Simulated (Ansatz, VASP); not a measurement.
# HgTe: VASP beside Ansatz

```
Hg Te
1.0
     0.00000    3.15866    3.15866
     3.15866    0.00000    3.15866
     3.15866    3.15866    0.00000
Hg Te
1 1
Direct
  0.00000 0.00000 0.00000
  0.50000 0.50000 0.50000
```

Change from the starting cell: volume scaled by 0.98.

Alike in both runs: task single point; functional PBE; k mesh 7 × 7 × 7; occupations fermi-dirac, width 0.05 eV; no spin polarisation.

```csv
,VASP,Ansatz
version,VASP 6.6.1,Ansatz 0.2.0
potentials or method,"VASP PAW PBE potentials, release 64 (Hg, Te)",Ansatz PAW
plane-wave cutoff (eV),520,420
valence electrons in the cell,18,36
```

Ansatz gave:

- gap on the k mesh at the Fermi level (eV): none
- pressure (GPa): -3.2

Q: Estimate VASP's values.

A: gap on the k mesh at the Fermi level (eV): none; pressure (GPa): -3.1.

A gap of «none» marks a metal or a gap that the smearing closes. With one functional, cell and mesh, what is left measures potentials, basis and numerics. The two sets of potentials don't hold the same shells in valence.

The runs have no spin-orbit coupling, so splittings on Hg, Te are missing.
